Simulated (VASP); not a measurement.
# Hf (P6_3/mmc) in VASP: a series of runs

Aim: see how the results for Hf move with the level of theory and the settings. Levels: r2SCAN, PBEsol, PBE. Tasks: relaxation of shape and atoms at fixed volume, relaxation of cell and atoms.

All numbers are computed with VASP 6.6.1; they aren't measurements. Logs are shortened: lines on timing, memory, paths and dates and some standing lists are left out, and cuts for length are marked.

### 1 Starting point

Symmetry: P6_3/mmc, No. 194, hexagonal system. The conventional cell has a = 3.197 Å, b = 3.197 Å, c = 5.058 Å, α = 90.00°, β = 90.00°, γ = 120.00°. Around Hf (site symmetry -6m2) lie 12 Hf at 3.13 to 3.20 Å.

### 2 Relaxation of shape and atoms at fixed volume, r2SCAN (a relaxed cell with its volume scaled by 1.06)

INCAR reads:

```
ALGO = Normal
EDIFF = 1E-7
EDIFFG = -0.01
ENCUT = 600
IBRION = 2
ISIF = 4
ISMEAR = 1
LASPH = T
LCHARG = F
LMIXTAU = T
LREAL = F
LWAVE = F
METAGGA = R2SCAN
NELM = 80
NSW = 40
PREC = Accurate
SIGMA = 0.1
```

KPOINTS reads:

```
k-points
0
Gamma
  15 15 7
```

POSCAR reads:

```
Hf                                      
1.0
    3.2566110690      0.0000000000      0.0000000000
   -1.6283055344      2.8203079161      0.0000000000
    0.0000000000      0.0000000000      5.1331350258
  Hf            
     2
Direct
     0.3333333332999970    0.6666666667000030    0.2500000000000000
     0.6666666667000030    0.3333333332999970    0.7500000000000000
```

Potentials or basis: VASP PAW PBE potentials, release 64 (Hf_pv).

Run with:

```bash
> cat potpaw_PBE.64/Hf_pv/POTCAR > POTCAR
> mpirun -np 1 vasp_std > vasp.out
```

OUTCAR:

```text
EDIFF = 1E-7
   EDIFFG = -0.01
   ENCUT = 600
   IBRION = 2
   ISIF = 4
   ISMEAR = 1
   LASPH = T
   LREAL = F
   METAGGA = R2SCAN
   NELM = 80
   NSW = 40
   PREC = Accurate

 ion  position               nearest neighbor table
   1  0.333  0.667  0.250-   2 3.18   2 3.18   2 3.18   2 3.18   2 3.18   2 3.18
   2  0.667  0.333  0.750-   1 3.18   1 3.18   1 3.18   1 3.18   1 3.18   1 3.18

  LATTYP: Found a hexagonal cell.
 ALAT       =     3.2566110690
 C/A-ratio  =     1.5762198546

  Lattice vectors:

 A1 = (   3.2566110690,   0.0000000000,   0.0000000000)
 A2 = (  -1.6283055344,   2.8203079161,   0.0000000000)
 A3 = (   0.0000000000,   0.0000000000,   5.1331350258)

Analysis of symmetry for initial positions (statically):
=====================================================================
 Subroutine PRICEL returns:
 Original cell was already a primitive cell.

 Routine SETGRP: Setting up the symmetry group for a
 hexagonal supercell.

 Subroutine GETGRP returns: Found 24 space group operations
 (whereof 12 operations were pure point group operations)
 out of a pool of 24 trial point group operations.

The static configuration has the point symmetry D_3d.
 The point group associated with its full space group is D_6h.

Analysis of symmetry for dynamics (positions and initial velocities):
=====================================================================
 Subroutine PRICEL returns:
 Original cell was already a primitive cell.

 Routine SETGRP: Setting up the symmetry group for a
 hexagonal supercell.

 Subroutine GETGRP returns: Found 24 space group operations
 (whereof 12 operations were pure point group operations)
 out of a pool of 24 trial point group operations.

The dynamic configuration has the point symmetry D_3d.
 The point group associated with its full space group is D_6h.

 Subroutine INISYM returns: Found 24 space group operations
 (whereof 12 operations are pure point group operations),
 and found     1 'primitive' translations

----------------------------------------------------------------------------------------

                                     Primitive cell

  volume of cell :      47.1460

  direct lattice vectors                    reciprocal lattice vectors
     3.256611069  0.000000000  0.000000000     0.307067678  0.177285607  0.000000000
    -1.628305534  2.820307916  0.000000000     0.000000000  0.354571213  0.000000000
     0.000000000  0.000000000  5.133135026     0.000000000  0.000000000  0.194812721

  length of vectors
     3.256611069  3.256611069  5.133135026     0.354571213  0.354571213  0.194812721

  position of ions in fractional coordinates (direct lattice)
     0.333333333  0.666666667  0.250000000
     0.666666667  0.333333333  0.750000000

  ion indices of the primitive-cell ions
   primitive index   ion index
                 1           1
                 2           2

----------------------------------------------------------------------------------------

 KPOINTS: k-points

Automatic generation of k-mesh.
 Grid dimensions read from file:
 generate k-points for:   15   15    7

 Generating k-lattice:

  Cartesian coordinates                     Fractional coordinates (reciprocal lattice)
     0.020471179  0.011819040  0.000000000     0.066666667  0.000000000  0.000000000
     0.000000000  0.023638081  0.000000000     0.000000000  0.066666667  0.000000000
     0.000000000  0.000000000  0.027830389     0.000000000  0.000000000  0.142857143

  Length of vectors
     0.023638081  0.023638081  0.027830389

  Shift w.r.t. Gamma in fractional coordinates (k-lattice)
     0.000000000  0.000000000  0.000000000

 Subroutine IBZKPT returns following result:
 ===========================================

 Found    108 irreducible k-points:

 Following reciprocal coordinates:
            Coordinates               Weight
  0.000000  0.000000  0.000000      1.000000
  0.066667  0.000000  0.000000      6.000000
  0.133333  0.000000  0.000000      6.000000
  0.200000  0.000000  0.000000      6.000000
  0.266667  0.000000  0.000000      6.000000
  0.333333  0.000000  0.000000      6.000000
[... 16 lines left out ...]
  0.333333  0.200000  0.000000     12.000000
  0.400000  0.200000  0.000000      6.000000
 [... further k-points ...]
   k-points           NKPTS =    108   k-points in BZ     NKDIM =    108   number of bands    NBANDS=     14
   number of dos      NEDOS =    301   number of ions     NIONS =      2
   total plane-waves  NPLWV =  32928
   dimension x,y,z NGX =    28 NGY =   28 NGZ =   42
   dimension x,y,z NGXF=    56 NGYF=   56 NGZF=   84
   ions per type =               2
   NGX,Y,Z   is equivalent  to a cutoff of  14.29, 14.29, 13.60 a.u.
   NGXF,Y,Z  is equivalent  to a cutoff of  28.59, 28.59, 27.20 a.u.
 SYSTEM =  unknown system
   PREC   = accura    normal or accurate (medium, high low for compatibility)
   ISTART =      0    job   : 0-new  1-cont  2-samecut
   ICHARG =      2    charge: 1-file 2-atom 10-const
   ISPIN  =      1    spin polarized calculation?
   LNONCOLLINEAR =      F non collinear calculations
   LSORBIT =      F    spin-orbit coupling
   LASPH  =      T    aspherical Exc in radial PAW
   ENCUT  =  600.0 eV  44.10 Ry    6.64 a.u.   6.50  6.50 10.25*2*pi/ulx,y,z
   NELM   =     80;   NELMIN=  2; NELMDL= -5     # of ELM steps
   EDIFF  = 0.1E-06   stopping-criterion for ELM
   LREAL  =      F    real-space projection
   EDIFFG = -.1E-01   stopping-criterion for IOM
   NSW    =     40    number of steps for IOM
   IBRION =      2    ionic relax: 0-MD 1-quasi-New 2-CG
   NFREE  =      1    steps in history (QN), initial steepest desc. (CG)
   ISIF   =      4    stress and relaxation
   ISYM   =      2    0-nonsym 1-usesym 2-fastsym
   POTIM  = 0.5000    time-step for ionic-motion
   TEBEG  =    0.0;   TEEND  =   0.0 temperature during run
   PSTRESS=    0.0 pullay stress
   NELECT =      20.0000    total number of electrons
   NUPDOWN=      -1.0000    fix difference up-down
   EMIN   =  10.00;   EMAX   =-10.00  energy-range for DOS
   EFERMI =   0.00;   METHOD = LEGACY
   ISMEAR =     1;   SIGMA  =   0.10  broadening in eV -4-tet -1-fermi 0-gaus
   EFERMI_NEDOS =   21; number of points for ismear=-14 and -15
   IALGO  =     38    algorithm
   IMIX   =      4    mixing-type and parameters
     AMIX     =   0.40;   BMIX     =  1.00
     AMIX_MAG =   1.60;   BMIX_MAG =  1.00
  volume/ion in A,a.u.               =      23.57       159.08
  Fermi-wavevector in a.u.,A,eV,Ry     =   1.230089  2.324531 20.587226  1.513118
  Thomas-Fermi vector in A             =   2.364951
   LORBIT       =      0    0 simple, 1 ext, 2 COOP (PROOUT), +10 PAW based schemes
   METAGGA = R2SCAN    functional components
   LHFCALC =     F    Hartree Fock is set to
   AEXX    =    0.0000 exact exchange contribution
   IVDW    =     0    specifies the selected vdW correction
   LEPSILON=     F    determine dielectric tensor
   LRPA    =     F    only Hartree local field effects (RPA)
 conjugate gradient relaxation of ions
 non-spin polarized calculation
 Methfessel and Paxton  Order N= 1 SIGMA  =   0.10
  energy-cutoff  :      600.00
  volume of cell :       47.15
 maximum number of plane-waves:      1604
 NGX is ok and might be reduce to    28
   NGX = 13   NGY = 13   NGZ = 21

--------------------------------------- Ionic step        1  -------------------------------------------

 number of electron      20.0000000 magnetization

 Free energy of the ion-electron system (eV)
  ---------------------------------------------------
  ext. energy  EPLUGINS =         0.00000000
  ---------------------------------------------------
  free energy    TOTEN  =       -90.25048688 eV

  energy without entropy =      -90.25041000  energy(sigma->0) =      -90.25046125

------------------------ aborting loop because EDIFF is reached ----------------------------------------

  FORCE on cell =-STRESS in cart. coord.  units (eV):
  Direction    XX          YY          ZZ          XY          YZ          ZX
  --------------------------------------------------------------------------------------
  -------------------------------------------------------------------------------------
  Total       -1.7555101     -1.7555101     -1.7089600     -0.0000000     -0.0000000     -0.0000000
  in kB      -59.6580173    -59.6580173    -58.0760914     -0.0000000     -0.0000000     -0.0000000
  external PRESSURE =     -59.1307087 kB  Pullay stress =       0.0000000 kB

 VOLUME and BASIS-vectors are now :
 -----------------------------------------------------------------------------
  energy-cutoff  :      600.00
  volume of cell :       47.15
      direct lattice vectors                 reciprocal lattice vectors
     3.256611069  0.000000000  0.000000000     0.307067678  0.177285607  0.000000000
    -1.628305534  2.820307916  0.000000000     0.000000000  0.354571213  0.000000000
     0.000000000  0.000000000  5.133135026     0.000000000  0.000000000  0.194812721

 POSITION                                       TOTAL-FORCE (eV/Angst)
 -----------------------------------------------------------------------------------
     -0.00000      1.88021      1.28328        -0.000000      0.000000      0.000000
      1.62831      0.94010      3.84985         0.000000     -0.000000      0.000000
 -----------------------------------------------------------------------------------
    total drift:                               -0.000000      0.000000     -0.000000

  FREE ENERGIE OF THE ION-ELECTRON SYSTEM (eV)
  ---------------------------------------------------
  free  energy   TOTEN  =       -90.2504868846 eV

  energy  without entropy=      -90.2504099950  energy(sigma->0) =      -90.25046125

--------------------------------------- Ionic step        2  -------------------------------------------

 number of electron      20.0000000 magnetization

 Free energy of the ion-electron system (eV)
  ---------------------------------------------------
  ext. energy  EPLUGINS =         0.00000000
  ---------------------------------------------------
  free energy    TOTEN  =       -90.25050428 eV

  energy without entropy =      -90.25044320  energy(sigma->0) =      -90.25048392

 E-fermi :   4.4869     XC(G=0): -11.8945

 val. band max:        4.4814554367   @ k =   0.1333   0.0667   0.0000
 cond. band min:       4.4906859385   @ k =   0.2000   0.0000   0.2857
 fundamental gap:      0.0092305017
 Fermi energy:         4.4868670110

 k-point     1 :       0.0000    0.0000    0.0000
  band No.  band energies     occupation
      1     -27.8343      2.00000
      2     -27.1901      2.00000
      3     -27.1901      2.00000
      4     -27.0813      2.00000
      5     -27.0793      2.00000
      6     -27.0793      2.00000
      7      -3.0963      2.00000
      8       0.8016      2.00000
      9       4.7269     -0.00358
     10       5.7867     -0.00000
     11       5.7867     -0.00000
     12       6.0938     -0.00000
     13       6.6031      0.00000
     14       6.6031      0.00000

 k-point     2 :       0.0667    0.0000    0.0000
  band No.  band energies     occupation
      1     -27.8243      2.00000
      2     -27.2110      2.00000
      3     -27.1972      2.00000
      4     -27.1014      2.00000
      5     -27.0859      2.00000
      6     -27.0821      2.00000
      7      -2.9652      2.00000
      8       0.9293      2.00000
      9       4.5847     -0.04550
     10       5.4288     -0.00000
[... 362 lines left out ...]
 k-point    24 :       0.4000    0.2000    0.0000
  band No.  band energies     occupation
      1     -27.6267      2.00000
      2     -27.5033      2.00000
      3     -27.4649      2.00000
      4     -27.4260      2.00000
      5     -27.3136      2.00000
      6     -27.2637      2.00000
      7       1.7855      2.00000
      8       2.4369      2.00000
      9       2.5152      2.00000
     10       3.0318      2.00000
     11       4.9953     -0.00000
     12       5.1407     -0.00000
     13       6.4055     -0.00000
     14       9.5432      0.00000

 [... further k-points ...]

------------------------ aborting loop because EDIFF is reached ----------------------------------------

  FORCE on cell =-STRESS in cart. coord.  units (eV):
  Direction    XX          YY          ZZ          XY          YZ          ZX
  --------------------------------------------------------------------------------------
  -------------------------------------------------------------------------------------
  Total       -1.7412380     -1.7412380     -1.7398735     -0.0000000     -0.0000000      0.0000000
  in kB      -59.1730026    -59.1730026    -59.1266314     -0.0000000     -0.0000000      0.0000000
  external PRESSURE =     -59.1575455 kB  Pullay stress =       0.0000000 kB

 VOLUME and BASIS-vectors are now :
 -----------------------------------------------------------------------------
  energy-cutoff  :      600.00
  volume of cell :       47.15
      direct lattice vectors                 reciprocal lattice vectors
     3.255392629 -0.000000000 -0.000000000     0.307182609  0.177351962  0.000000000
    -1.627696315  2.819252716  0.000000000     0.000000000  0.354703924  0.000000000
     0.000000000 -0.000000000  5.136978240     0.000000000  0.000000000  0.194666972

 POSITION                                       TOTAL-FORCE (eV/Angst)
 -----------------------------------------------------------------------------------
     -0.00000      1.87950      1.28424         0.000000      0.000000      0.000000
      1.62770      0.93975      3.85273        -0.000000     -0.000000      0.000000
 -----------------------------------------------------------------------------------
    total drift:                               -0.000000      0.000000     -0.000000

  FREE ENERGIE OF THE ION-ELECTRON SYSTEM (eV)
  ---------------------------------------------------
  free  energy   TOTEN  =       -90.2505042826 eV

  energy  without entropy=      -90.2504431968  energy(sigma->0) =      -90.25048392

 reached required accuracy - stopping structural energy minimisation
```

It took 5.5 min on 1 thread of Intel Xeon 6975P-C (Granite Rapids), shared host; peak memory 0.25 GiB.

What came out:

- Free energy: -90.2505 eV
- Energy gained by relaxing: 0.0 meV/atom
- Ionic steps: 2
- Pressure after relaxing: -5.9 GPa
- Band gap on the k mesh: none (metal or under the smearing width)

Final structure:
```
Hf
1.0
     3.25539    0.00000    0.00000
    -1.62770    2.81925    0.00000
     0.00000    0.00000    5.13698
Hf
2
Direct
  0.33333 0.66667 0.25000
  0.66667 0.33333 0.75000
```

Levels at points of the mesh, in eV from the Fermi level:
| k point | band 6 | band 7 | band 8 | band 9 | band 10 | band 11 | band 12 | band 13 | band 14 |
| --- | --- | --- | --- | --- | --- | --- | --- | --- | --- |
| (0.00, 0.00, 0.00) | -31.57 | -7.58 | -3.69 | 0.24 | 1.30 | 1.30 | 1.61 | 2.12 | 2.12 |

Caveat: the PAW data sets were made with another functional, which shifts forces and pressure a little. Spin-orbit coupling is left out, which matters for the levels of Hf.

(Continued in part 2 of 2.)
